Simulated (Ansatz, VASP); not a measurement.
## ZrC: VASP beside Ansatz

```xyz
2
Lattice="0.0000 2.3207 2.3207 2.3207 0.0000 2.3207 2.3207 2.3207 0.0000" Properties=species:S:1:pos:R:3 pbc="T T T"
Zr    2.3207    2.3207    2.3207
C     0.0000    0.0000    0.0000
```

Alike in both runs: functional LDA; k mesh 16 × 16 × 16; occupations gaussian, width 0.1 eV; no spin polarisation.

Ansatz relaxed the structure, and its values are those at the end. VASP's run is a single point on that final structure, the one shown.

```csv
,VASP,Ansatz
version,VASP 6.6.1,Ansatz 0.2.0
potentials or method,"VASP PAW LDA potentials, release 64 (Zr_sv, C)","scalar-relativistic, plane waves, PAW"
plane-wave cutoff (eV),520,420
valence electrons in the cell,16,16
```

```csv
,VASP,Ansatz,Ansatz less VASP
gap on the k mesh at the Fermi level (eV),none,none,-
pressure (GPa),0.7,0.0,-0.65
```

A gap of «none» marks a metal or a gap that the smearing closes.
